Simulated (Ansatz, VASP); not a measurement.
## HgSe: VASP beside Ansatz

Aim: how closely do two programs agree when they are given the same cell, functional and k mesh?

Main program and level: Ansatz 0.2.0; plane waves, with VASP 6.6.1 beside it; single point at PBEsol.

**1. The starting structure**

The structure is cubic, space group F-43m (No. 216). The conventional cell has a = 6.078 Å, b = 6.078 Å, c = 6.078 Å, α = 90.00°, β = 90.00°, γ = 90.00°. Hg has 4 Se at 2.63 Å nearest. Nearest to Se lie 4 Hg at 2.63 Å. Farther neighbours and most contacts between anions are not listed.

**2. Ansatz: single point, PBEsol**

Ansatz runs on its default PAW (the set named soft_2) files.

A single point gives forces, pressure and levels at one fixed geometry, so differences don't come from the geometry; what else differs is listed under the comparison.

input.yaml

```yaml
crystal:
  lattice:
    - [0.0, 3.039, 3.039]
    - [3.039, 0.0, 3.039]
    - [3.039, 3.039, 0.0]
  atoms:
    - { symbol: Hg, position: [0.0, 0.0, 0.0] }
    - { symbol: Se, position: [0.75, 0.75, 0.75] }
hamiltonian:
  xc: pbesol
  pseudopotentials: { kind: paw }
kpoints:
  mp_grid: { grid: [6, 6, 6] }
scf:
  occupations: { method: gaussian, width: 0.01 }
  n_extra_bands: 4
output:
  forces: true
  stress: true
  eigenvalues: true
  write_density: true
  write_potential: true
  elf: true
  volumetric_format: npy
```

Run with:

```console
$ ansatz run input.yaml --threads 2 --pin off --max-ram 4608MiB --backend cpu --events-out ev --progress --plain --runs-dir out
```

Numbers of over 12 decimals in the logs are rounded to 6 here.

The program printed:

```text
scf.n_extra_bands = 4 over 18 filled bands (N_el = 36.0): the run solves 22 bands
Engine: ansatz 0.2.0, aarch64-unknown-linux-gnu
Pseudopotentials: kind: paw
Pseudopotential: Hg, paw, valence charge 20, recommended cutoff 420 eV (normal), Hg.paw.azcp
Pseudopotential: Se, paw, valence charge 16, recommended cutoff 420 eV (normal), Se.paw.azcp
Functional definition: PBEsol
  exchange = pbesol_x
  correlation = pbesol_c
Crystal: 2 atoms, lattice volume = 56.133 Å³
Basis set: ecut = 420 eV, 1067 PW (Γ), exchange–correlation on 60×60×60 points (8 copies of the dense FFT grid, shifted against one another)
Bands: 22, of which v1, the nominal top of the filled ones, is band 18 counted from 1 (17 counted from 0)
Symmetry: 24 space group operations
Space group: F-43m (ITA 216), of the structure as read, at distance tolerance 3.8e-5 Å
k-points: 16 of 216 (time reversal used)
Non-local potential: Hg, projectors of the file, l = 0: 3, l = 1: 2, l = 2: 2, l = 3: 1
Non-local potential: Se, projectors of the file, l = 0: 2, l = 1: 2, l = 2: 3, l = 3: 1
PAW form: soft (Blöchl's): semilocal exchange-correlation on the pseudo side does not see the compensation charge
PAW frozen core: Hg, regenerated for the run's functional, and the local potential with it (the file was generated under x = pbe(κ = 0.804, μ = 0.219515), c = pbe(β = 0.066725))
PAW frozen core: Se, regenerated for the run's functional, and the local potential with it (the file was generated under x = pbe(κ = 0.804, μ = 0.219515), c = pbe(β = 0.066725))
PAW one-centre angular grid: Hg, 590 points (default); XC on 64 Gauss nodes
PAW one-centre angular grid: Se, 590 points (default); XC on 64 Gauss nodes
Initial density: superposition of atomic densities (neutral atoms: chi_scale 0, normalization atom), corrected by the library's trained network
Initial wavefunctions: pseudopotential atomic-orbital guess
Functional: x = pbesol(κ = 0.804, μ = 0.123457), c = pbesol(β = 0.046)
SCF iter   1: F=—  HF=-19092.615966 eV  |F-HF|=—  |Δ(HF+E_count)|=         —  Δρ=3.23e-3  dr2=9.18e-3  ethr=1.77e-3  ⟨swp⟩=6.1  Hψ=1536  notcnv=0
preconditioner: auto → LDOS  [insulator: Δε(μ)=0.748 eV  Ē_g=11.232 eV  σ=0.010 eV  W_gap=0.66  n_scr=14 (ndim 8)  ℏωp=21.0 eV  f_vac=0.193  D(μ)=1.43/eV (n_scr^D=14)  ε∞_Penn≈4.5  β→1.0]
SCF iter   2: F=—  HF=-19092.615507 eV  |F-HF|=—  |Δ(HF+E_count)|=   4.59e-4  Δρ=2.30e-3  dr2=2.65e-3  ethr=2.55e-5  ⟨swp⟩=2.5  Hψ=782  notcnv=0
SCF iter   3: F=—  HF=-19092.614328 eV  |F-HF|=—  |Δ(HF+E_count)|=   1.18e-3  Δρ=3.97e-4  dr2=1.37e-4  ethr=7.37e-6  ⟨swp⟩=2.0  Hψ=688  notcnv=0
SCF iter   4: F=—  HF=-19092.614281 eV  |F-HF|=—  |Δ(HF+E_count)|=   4.71e-5  Δρ=9.57e-5  dr2=5.21e-6  ethr=3.79e-7  ⟨swp⟩=2.0  Hψ=639  notcnv=0
SCF iter   5: F=—  HF=-19092.614280 eV  |F-HF|=—  |Δ(HF+E_count)|=   1.19e-6  Δρ=3.21e-5  dr2=6.51e-7  ethr=1.45e-8  ⟨swp⟩=2.0  Hψ=577  notcnv=0
SCF iter   6: F=-19092.614280 eV  HF=-19092.614280 eV  |F-HF|=3.75e-9  |Δ(HF+E_count)|=   1.69e-7  Δρ=4.94e-6  dr2=1.18e-8  ethr=2.78e-10  ⟨swp⟩=9.0  Hψ=2576  notcnv=0
SCF 1 converged in 6 iterations: F = -19092.614280 eV  dr2 = 1.18e-8
  Residual-converged pass: ⟨swp⟩=1.0  Hψ=416  notcnv=0  max |occ|·‖R‖ = 6.9e-9 eV (tolerance 1.0e-8 eV)  dr2=1.18e-8  dr2_onsite=1.07e-9  max |Δocc| = 6.4e-10
  greatest PAW one-centre occupation: 1.000 electrons in one spin orbital (limit 2), on the Hg atom at site 0 (counted from 0), in its partial waves of l = 0
SCF converged after 6 iterations
Free energy (F): -19092.614280 eV
Harris-Foulkes:  -19092.614280 eV  (|F-HF|=3.75e-9)
Internal energy: -19092.614208 eV  (E = F + TS)
E sigma→0 (E₀):  -19092.614244 eV
Entropy (-TS):   -0.000071 eV (-0.036 meV/atom)
Fermi energy:    8.764794 eV
--- Per-component energies (eV) ---
  E_band       = -875.439768
  E_kinetic    = 721.934379
  E_local      = -5781.195246  (includes V_loc(G=0)·N_el)
  E_nonlocal   = -515.649767
  E_hartree    = 2641.934678
  E_xc         = -321.749796
  E_vxc        = -359.114439  (∫ρ·V_xc dr)
  E_paw        = -11668.459596  (= ΣΔE_a)
  E_vpaw       = -225.281432  (= ΣTr[D̂ρ^β])
  E_aug_tail   = 0.000306  (compensation charges beyond the density's cutoff)
  E_ewald      = -4170.766268
  E_core_change = 1.337102  (= ΣΔE_core)
  E_smearing   = -0.000071  (= −TS)
  E_closure    = 0.000000  (closes the sum)
  Σ components = -19092.614280   (vs F -19092.614280, Δ=0.00e0)
--- Forces (eV/Å), atoms counted from 1 ---
  atom   1  Hg    -0.00000000    -0.00000000    -0.00000000
  atom   2  Se     0.00000000    -0.00000000     0.00000000
  max |Σ_I F_I| component: 3.70e-17 eV/Å
--- Stress (GPa, compression-positive) ---
        1.545519      -0.000000      -0.000000
       -0.000000       1.545519       0.000000
       -0.000000       0.000000       1.545519
  P = ⅓ Tr σ = 1.5455 GPa (15.455 kbar)
--- Band table (eV; the first three rows and the last of 16) ---
  k-point 0: bands = [... 14 lower, 2.3295, 7.7319, 8.7617, 8.7617, 8.7617, 14.1846, 14.1846, 14.1846]
  k-point 1: bands = [... 14 lower, 2.3267, 6.4145, 8.4910, 8.4910, 9.5323, 13.7649, 14.5399, 14.5399]
  k-point 2: bands = [... 14 lower, 2.3483, 4.5316, 8.0029, 8.0029, 9.8206, 14.6477, 14.9260, 14.9260]
  k-point 15: bands = [... 14 lower, 2.8903, 3.4712, 6.0801, 6.3340, 12.1169, 12.8680, 15.9149, 16.3460]
```

The job ended after 1.2 s (2 threads of Arm Neoverse V2, shared host; peak memory 0.32 GiB).

Reading the cycles: dr2 is the Hartree energy of the density residual (eV), the measure of convergence; HF is the Harris–Foulkes estimate of the energy, which meets the free energy F at convergence.

The run ends at a pressure of 1.55 GPa.

**3. VASP: single point, PBEsol**

The same cell, functional, mesh and smearing now go to VASP, with its own data sets and cutoff.

Lines of VASP's logs that name or quote its potential files are left out, and so is its time.

INCAR

```
SYSTEM = HgSe
PREC = Accurate
ENCUT = 400
EDIFF = 1E-07
NELM = 100
ISMEAR = 0
SIGMA = 0.01
LREAL = .FALSE.
ALGO = Normal
GGA = PS
NBANDS = 15
LORBIT = 11
LWAVE = .FALSE.
LCHARG = .FALSE.
KPAR = 2
```

POSCAR

```
HgSe
1.0
    0.0000000000      3.0390000000      3.0390000000
    3.0390000000      0.0000000000      3.0390000000
    3.0390000000      3.0390000000      0.0000000000
Hg Se
1 1
Direct
    0.0000000000      0.0000000000      0.0000000000
    0.7500000000      0.7500000000      0.7500000000
```

KPOINTS

```
Automatic mesh
0
Gamma
6 6 6
0 0 0
```

The projector-augmented-wave data sets are Hg and Se (PBE family, release 64).

Run with:

```console
$ mpirun -np 2 vasp_std
```

The program printed:

```text
[banner, memory and clock lines left out]
running    2 mpi-ranks, on    1 nodes
 distrk:  each k-point on    1 cores,    2 groups
 distr:  one band on    1 cores,    1 groups

 POSCAR found type information on POSCAR HgSe
 POSCAR found :  2 types and       2 ions
|                                                                             |
|               ----> ADVICE to this user running VASP <----                  |
|                                                                             |
|     You enforced a specific xc type in the INCAR file but a different       |
|     [... a line on the potential file left out ...]
|     I HOPE YOU KNOW WHAT YOU ARE DOING!                                     |
|                                                                             |

 LDA part: xc-table for (Slater+PW92), standard interpolation
 POSCAR, INCAR and KPOINTS ok, starting setup
 FFT: planning ... GRIDC
 FFT: planning ... GRID_SOFT
 FFT: planning ... GRID
 WAVECAR not read
 entering main loop
       N       E                     dE             d eps       ncg     rms          rms(c)
DAV:   1     0.935916322480E+02    0.93592E+02   -0.74706E+03   488   0.866E+02
DAV:   2    -0.177232349066E+01   -0.95364E+02   -0.90679E+02   578   0.231E+02
DAV:   3    -0.509309942212E+01   -0.33208E+01   -0.33153E+01   557   0.440E+01
DAV:   4    -0.510667330253E+01   -0.13574E-01   -0.13574E-01   585   0.286E+00
DAV:   5    -0.510674745884E+01   -0.74156E-04   -0.74155E-04   592   0.188E-01    0.795E+00
DAV:   6    -0.480556376950E+01    0.30118E+00   -0.53176E-01   631   0.110E+01    0.620E+00
DAV:   7    -0.479188872117E+01    0.13675E-01   -0.12564E-01   522   0.269E+00    0.275E+00
DAV:   8    -0.478952376230E+01    0.23650E-02   -0.16501E-02   557   0.166E+00    0.201E-01
DAV:   9    -0.478923975232E+01    0.28401E-03   -0.17193E-03   585   0.626E-01    0.681E-02
DAV:  10    -0.478923036984E+01    0.93825E-05   -0.13832E-04   557   0.140E-01    0.296E-02
DAV:  11    -0.478923995308E+01   -0.95832E-05   -0.60750E-05   550   0.979E-02    0.309E-02
DAV:  12    -0.478923582760E+01    0.41255E-05   -0.14965E-05   550   0.568E-02    0.758E-03
DAV:  13    -0.478923589839E+01   -0.70797E-07   -0.79821E-07   578   0.621E-03
   1 F= -.47892359E+01 E0= -.47892002E+01  d E =-.714177E-04
```

Parts of OUTCAR (step 3):

```text
ion  position               nearest neighbor table
   1  0.000  0.000  0.000-   2 2.63   2 2.63   2 2.63   2 2.63
   2  0.750  0.750  0.750-   1 2.63   1 2.63   1 2.63   1 2.63

  LATTYP: Found a face centered cubic cell.
 ALAT       =     6.0780000000

 Subroutine GETGRP returns: Found 24 space group operations
 (whereof 24 operations were pure point group operations)

The static configuration has the point symmetry T_d .

 Found     16 irreducible k-points:

   k-points           NKPTS =     16   k-points in BZ     NKDIM =     16   number of bands    NBANDS=     15

   dimension x,y,z NGX =    28 NGY =   28 NGZ =   28
   dimension x,y,z NGXF=    56 NGYF=   56 NGZF=   56

   ENCUT  =  400.0 eV  29.40 Ry    5.42 a.u.   7.01  7.01  7.01*2*pi/ulx,y,z

   NELECT =      18.0000    total number of electrons

 k-points in reciprocal lattice and weights: Automatic mesh
   0.00000000  0.00000000  0.00000000       0.005
   0.16666667  0.00000000  0.00000000       0.037
   0.33333333  0.00000000  0.00000000       0.037
   0.50000000  0.00000000  0.00000000       0.019
   0.16666667  0.16666667  0.00000000       0.028
   0.33333333  0.16666667  0.00000000       0.111
   0.50000000  0.16666667  0.00000000       0.111
  -0.33333333  0.16666667  0.00000000       0.111
  -0.16666667  0.16666667  0.00000000       0.056
[...]
-0.33333333  0.33333333  0.16666667       0.111
  -0.33333333  0.50000000  0.16666667       0.056

 average (electrostatic) potential at core
       1 -41.1932       2 -56.4564

 E-fermi :   1.6407

 k-point     1 :       0.0000    0.0000    0.0000
  band No.  band energies     occupation
    ...
      6      -4.8002      2.00000
      7       0.6022      2.00000
      8       1.6377      1.33334
      9       1.6377      1.33334
     10       1.6377      1.33333
     11       7.0470      0.00000
     12       7.0470      0.00000
     13       7.0470      0.00000
     14       9.9514      0.00000
     15      12.9146      0.00000

 k-point     2 :       0.1667    0.0000    0.0000
  band No.  band energies     occupation
    ...
      5      -4.8031      2.00000
      6      -4.8031      2.00000
      7      -0.7200      2.00000
      8       1.3656      2.00000
      9       1.3656      2.00000
     10       2.4083      0.00000
     11       6.6433      0.00000
     12       7.4041      0.00000
     13       7.4041      0.00000
     14      11.2305      0.00000
    ...

 k-point     3 :       0.3333    0.0000    0.0000
  band No.  band energies     occupation
    ...
      5      -4.7814      2.00000
      6      -4.7814      2.00000
      7      -2.6051      2.00000
      8       0.8766      2.00000
      9       0.8766      2.00000
     10       2.6898      0.00000
     11       7.5459      0.00000
     12       7.7875      0.00000
     13       7.7875      0.00000
     14      10.7361      0.00000
    ...

  Total        0.6494261      0.6494261      0.6494261      0.0000000     -0.0000000      0.0000000
  in kB       18.5360938     18.5360938     18.5360938      0.0000000     -0.0000000      0.0000000
  external PRESSURE =      18.5360938 kB  Pullay stress =       0.0000000 kB

  energy-cutoff  :      400.00
  volume of cell :       56.13
      direct lattice vectors                 reciprocal lattice vectors
     0.000000000  3.039000000  3.039000000    -0.164527805  0.164527805  0.164527805
     3.039000000  0.000000000  3.039000000     0.164527805 -0.164527805  0.164527805
     3.039000000  3.039000000  0.000000000     0.164527805  0.164527805 -0.164527805

 POSITION                                       TOTAL-FORCE (eV/Angst)
 -----------------------------------------------------------------------------------
      0.00000      0.00000      0.00000         0.000000      0.000000      0.000000
      4.55850      4.55850      4.55850        -0.000000     -0.000000     -0.000000
 -----------------------------------------------------------------------------------
    total drift:                                0.000000      0.000000      0.000000

  FREE ENERGIE OF THE ION-ELECTRON SYSTEM (eV)
  ---------------------------------------------------
  free  energy   TOTEN  =        -4.7892358984 eV

  energy  without entropy=       -4.7891644807  energy(sigma->0) =       -4.78920019

 total charge
# of ion       s       p       d       tot
------------------------------------------
    1        0.714   0.420   9.381  10.515
    2        1.464   2.299   0.037   3.799
--------------------------------------------------
tot          2.178   2.718   9.418  14.314

[... 3 further parts left out ...]
```

The run ends at a pressure of 1.85 GPa.

**4. Differences**

Known differences besides the potentials themselves: the data sets hold 36 valence electrons in Ansatz (default PAW (the set named soft_2) files) and 18 in VASP; the cutoff is 420 eV in Ansatz and 400 eV in VASP; Ansatz makes its cores anew for this functional, VASP keeps those of its PBE data sets; VASP leaves aspherical gradient terms in its spheres out (LASPH is not set), Ansatz keeps them. Total energies have different zeros and are not compared.

The two programs side by side:

| quantity | Ansatz | VASP | difference |
| --- | --- | --- | --- |
| pressure (GPa) | 1.55 | 1.85 | -0.31 |

**5. Results**

| Item | Value |
| --- | --- |
| difference in pressure (single point, PBEsol) | -0.31 GPa |

What this shows: The difference in pressure is -0.31 GPa (single point, PBEsol), within the 1 GPa picked in this series as the mark of a large difference. Such differences can come from data sets, numerical settings and the points named under the comparisons, not from the functional's error against experiment.

[Lines on the potential files, build, host, timing and source positions are cut from VASP's logs without a mark.]

[Logs are printed without paths, hosts, clocks, repeated set-up lines and the standing remarks that a program may print on its own settings, such as how far it seeks lower states.]

[Hosts, paths, dates, database ids (printed as entryN), source tags and the programs' standing remarks are cut or masked in the printed files.]
